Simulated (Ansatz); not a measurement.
# CdTe: a tetragonal deformation path

One table from this session's results is given with a row withheld; the runs are named, their logs left out.

The COD entry's cell or inner coordinates are ideal or old and differ from later refinements, so a difference from it is no clean test against experiment.

Method: DFT PBE, scalar-relativistic, plane waves, PAW, in Ansatz 0.2.0.

## The system as given

The structure is cubic, space group F-43m (No. 216). Conventional cell: a = 6.410 Å, b = 6.410 Å, c = 6.410 Å, α = 90.00°, β = 90.00°, γ = 90.00°. Cd (site symmetry -43m) is surrounded by 4 Te at 2.78 Å. Te (site symmetry -43m) has 4 Cd at 2.78 Å in its first shell of neighbours.

As a file:

```
CELL_PARAMETERS angstrom
0.00000 3.20500 3.20500
3.20500 0.00000 3.20500
3.20500 3.20500 0.00000
ATOMIC_POSITIONS crystal
Cd 0.00000 0.00000 0.00000
Te 0.75000 0.75000 0.75000
```

No relaxation comes first: the listed cell is the starting point.

Set-up of the first run:

File input.yaml:

```yaml
crystal:
  lattice:
    - [0.0, 3.205, 3.205]
    - [3.205, 0.0, 3.205]
    - [3.205, 3.205, 0.0]
  atoms:
    - { symbol: Cd, position: [0.0, 0.0, 0.0] }
    - { symbol: Te, position: [0.75, 0.75, 0.75] }
basis:
  ecutwfc: 420
kpoints:
  mp_grid: { grid: [8, 8, 8] }
hamiltonian:
  xc: pbe
scf:
  occupations: { method: gaussian, width: 0.05 }
output:
  forces: true
  stress: true
  eigenvalues: true
```

Started as:

```console
ansatz run input.yaml --threads 1 --pin off --max-ram 2560MiB --backend cpu --events-out ev --progress --plain --runs-dir out
```

Among the steps run: Zero of the scan; At ρ = 0.707; At ρ = 1.414; ρ = 0.850; ρ = 1.200; ρ = 0.780; At ρ = 1.300; ρ = 0.920; ρ = 1.100; ρ = 0.650; ρ = 1.500; At ρ = 0.960; At ρ = 1.050.

One table of the session follows, with a row left open; its other results are not shown here.

It belongs to the step «The scan collected». 

| ρ | ΔE (meV/atom) | pressure (GPa) | gap on the mesh (eV) |
| --- | --- | --- | --- |
| 0.650 | 92.9 | 0.8 | 0.10 |
| 0.707 | ? | ? | ? |
| 0.780 | 35.7 | 3.0 | 0.39 |
| 0.850 | 17.5 | 3.7 | 0.55 |
| 0.920 | 5.3 | 4.1 | 0.70 |
| 0.960 | 1.4 | 4.2 | 0.78 |
| 1.000 | 0.0 | 4.2 | 0.87 |
| 1.050 | 2.3 | 4.2 | 0.81 |
| 1.100 | 9.7 | 4.1 | 0.71 |
| 1.200 | 41.2 | 3.6 | 0.44 |
| 1.300 | 96.9 | 3.1 | 0.06 |
| 1.414 | 189.4 | 2.5 | 0.00 |
| 1.500 | 277.4 | 2.1 | 0.00 |

Estimate the missing values for ρ = 0.707.

Worked estimate for «ΔE (meV/atom)». A straight line through the neighbours (0.650, 92.9) and (0.780, 35.7) gives 92.9 + (35.7 − 92.9) × (0.707 − 0.650) / (0.780 − 0.650) = 67.8; a parabola fitted to 3 rows on both sides gives 64.1.

As computed: ΔE (meV/atom): 62.5; pressure (GPa): 1.9; gap on the mesh (eV): 0.17. In «ΔE (meV/atom)» the line misses by +5.3 and the parabola by +1.6.

Where the gap reads zero, the mesh chosen for the insulator is on the coarse side.
